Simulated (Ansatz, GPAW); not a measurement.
Given: the input of a run of GPAW 26.7.0 (ASE script) on Sn. 

Contents of run.py:

```python
from ase.dft.bandgap import bandgap
from ase.io import read, write
from ase.units import Bohr, GPa
from gpaw import GPAW, PW
from gpaw.elf import elf_from_dft_calculation

atoms = read('POSCAR')

calc = GPAW(mode=PW(600),
            xc='PBE',
            kpts={'size': (9, 9, 9), 'gamma': True},
            occupations={'name': 'methfessel-paxton', 'order': 0, 'width': 0.020999999999999998},
            nbands=24,
            convergence={'density': 1e-05, 'energy': 1e-05},
            maxiter=150,
            txt='gpaw.txt')
atoms.calc = calc
energy = atoms.get_potential_energy()
forces = atoms.get_forces()
stress = atoms.get_stress()
calc.write('gs.gpw')
write('result.traj', atoms)
print(f'Energy: {energy:.6f} eV')
print('Forces (eV/A):')
print(forces.round(4))
print('Stress (GPa):', (stress / GPa).round(3))
print('Fermi level:', round(calc.get_fermi_level(), 4), 'eV')
print(f'Gap: {bandgap(calc)[0]:.4f} eV, direct: {bandgap(calc, direct=True)[0]:.4f} eV')

# fields on the real-space grid
write('density.cube', atoms, data=calc.get_pseudo_density() * Bohr**3)
write('potential.cube', atoms, data=calc.get_electrostatic_potential())
write('elf.cube', atoms, data=elf_from_dft_calculation(calc).data)
```

Contents of POSCAR:

```
Sn
1.0
   -2.9401404553      2.9401404553      1.5993019889
    2.9401404553     -2.9401404553      1.5993019889
    2.9401404553      2.9401404553     -1.5993019889
Sn
2
Direct
    0.0000000000      0.0000000000      0.0000000000
    0.7500000000      0.2500000000      0.5000000000
```

Potentials or basis: GPAW PAW data sets (gpaw-data 1.2.1), pw.

Command:

```sh
$ OMP_NUM_THREADS=1 python run.py
```

Task: What does the same run look like in Ansatz 0.2.0? Potentials or basis there: all-electron LAPW, scalar-relativistic.

Result: As run (cutoffs and basis follow the program's own potentials, and thresholds, step limits or extra output files can differ):

The input input.yaml:

```yaml
crystal:
  lattice:
    - [-2.9401404553, 2.9401404553, 1.5993019889]
    - [2.9401404553, -2.9401404553, 1.5993019889]
    - [2.9401404553, 2.9401404553, -1.5993019889]
  atoms:
    - { symbol: Sn, position: [0.0, 0.0, 0.0] }
    - { symbol: Sn, position: [0.75, 0.25, 0.5] }
kpoints:
  mp_grid: { grid: [9, 9, 9] }
scf:
  occupations: { method: gaussian, width: 0.021 }
hamiltonian:
  xc: pbe
  pseudopotentials: { kind: all_electron, lapw: { basis_error: 0.001 } }
output:
  forces: true
  stress: true
  eigenvalues: true
```

Potentials or basis: all-electron LAPW, scalar-relativistic.

Launch:

```bash
$ ansatz run input.yaml --threads 1 --pin off --max-ram 3072MiB --backend cpu --events-out ev --progress --plain --runs-dir out
```

Both were run:

|  | GPAW | Ansatz |
| --- | --- | --- |
| Pressure | 1.1 GPa | 1.4 GPa |

Where Ansatz's input types no cutoff or centring, it takes its own default and a Γ-centred mesh.

Pressure is positive in compression.
